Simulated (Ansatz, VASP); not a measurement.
Ni in VASP and in Ansatz

```
Ni
1.0
     2.49604    0.00000    0.00000
    -1.24802    2.16163    0.00000
     0.00000    0.00000    4.15269
Ni
2
Cartesian
  1.2480 0.7205 3.1145
  0.0000 1.4411 1.0382
```

Change from the starting cell: volume scaled by 1.06.

Alike in both runs: task single point; functional PBE; k mesh 12 × 12 × 7; occupations fermi-dirac, width 0.05 eV; collinear spin, ferromagnetic start.

|  | VASP | Ansatz |
| --- | --- | --- |
| version | VASP 6.6.1 | Ansatz 0.2.0 |
| potentials or method | VASP PAW PBE potentials, release 64 (Ni) | Ansatz PAW |
| plane-wave cutoff (eV) | 520 | 420 |
| valence electrons in the cell | 20 | 36 |

Ansatz gave:

| Quantity | Value |
| --- | --- |
| gap on the k mesh at the Fermi level (eV) | none |
| pressure (GPa) | -4.4 |
| largest component of the traceless stress (GPa) | 2.16 |
| net moment per atom (μB) | 0.67 |
| size of the moment on the site where the two differ most (μB) | 0.71 |

Problem. Estimate VASP's values.

Solution. gap on the k mesh at the Fermi level (eV): none; pressure (GPa): -4.4; largest component of the traceless stress (GPa): 2.14; net moment per atom (μB): 0.66; size of the moment on the site where the two differ most (μB): 0.67.

Site moments also hang on the region over which each program counts them. A gap of «none» marks a metal or a gap that the smearing closes. The two sets of potentials don't hold the same shells in valence.
